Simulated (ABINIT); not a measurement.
Input of an ABINIT 10.8.3 (patched build) run:

File run.abi:

```
# Datasets: ground state, then fixed potential
ndtset 2

# Pseudopotentials
pp_dirpath "./"
pseudos "49_In_13_2.5_3.1_pbe_n_v1.0.psp8, 33_As_15_1.8_2.1_pbe_n_v1.0.psp8"

# Structure
acell 8.0655335175 8.0655335175 8.0655335175
rprim
     0.0000000000     0.7071067812     0.7071067812
     0.7071067812     0.0000000000     0.7071067812
     0.7071067812     0.7071067812     0.0000000000
ntypat 2
znucl 49 33
natom 2
typat 1 2
xred
     0.0000000000     0.0000000000     0.0000000000
     0.7500000000     0.7500000000     0.7500000000

# Plane-wave basis
ecut 34.0

# Exchange and correlation
ixc 11

# Bands and occupations
occopt 3
tsmear 0.00183747

# SCF cycle
nstep 100

# Output
iomode 3
prtwf 0
prteig 0
prtebands 0
enunit 1
prtden1 1

# Dataset 1
kptopt1 1
ngkpt1 8 8 8
nshiftk1 1
shiftk1 0.0 0.0 0.0
nband1 18
tolvrs1 1.0e-10

# Dataset 2: bands along G-X-W-K-G-L-U-W-L-K
iscf2 -2
getden2 1
nband2 22
nbdbuf2 2
tolwfr2 1.0e-12
kptopt2 -9
ndivsm2 6
prteig2 1
prtvol2 -3
kptbounds2
     0.0000000000     0.0000000000     0.0000000000
     0.5000000000     0.0000000000     0.5000000000
     0.5000000000     0.2500000000     0.7500000000
     0.3750000000     0.3750000000     0.7500000000
     0.0000000000     0.0000000000     0.0000000000
     0.5000000000     0.5000000000     0.5000000000
     0.6250000000     0.2500000000     0.6250000000
     0.5000000000     0.2500000000     0.7500000000
     0.5000000000     0.5000000000     0.5000000000
     0.3750000000     0.3750000000     0.7500000000
```

Potentials or basis: SPMS NC PBE v1.0.

Run with:

```sh
$ abinit run.abi > log 2>&1
```

(1) Predict the pressure.

(2) Estimate the band gap on the k mesh.

## Answers

(1) 4.5 GPa.

(2) none (metal or under the smearing width).

Caveat: spin-orbit coupling is left out, which moves the levels of the heavy elements; this crystal is a semiconductor, whose small gap the functional closes, so the metal is an error of the method.

**Measured values to compare with.**

From a printed reference work, data compilation, for a bulk crystal of InAs at 4.2 K: band gap 0.418 eV (direct).

A measured gap of InAs is 0.418 eV (direct; 4.2 K; a printed reference work, data compilation); the calculated 0.00 eV misses it by -0.42 eV. Spin-orbit coupling on As, In is left out. The value is that of PBE on a finite k mesh, which can miss the band edges, without temperature or zero-point motion. Semilocal functionals fall short of measured gaps as a rule.
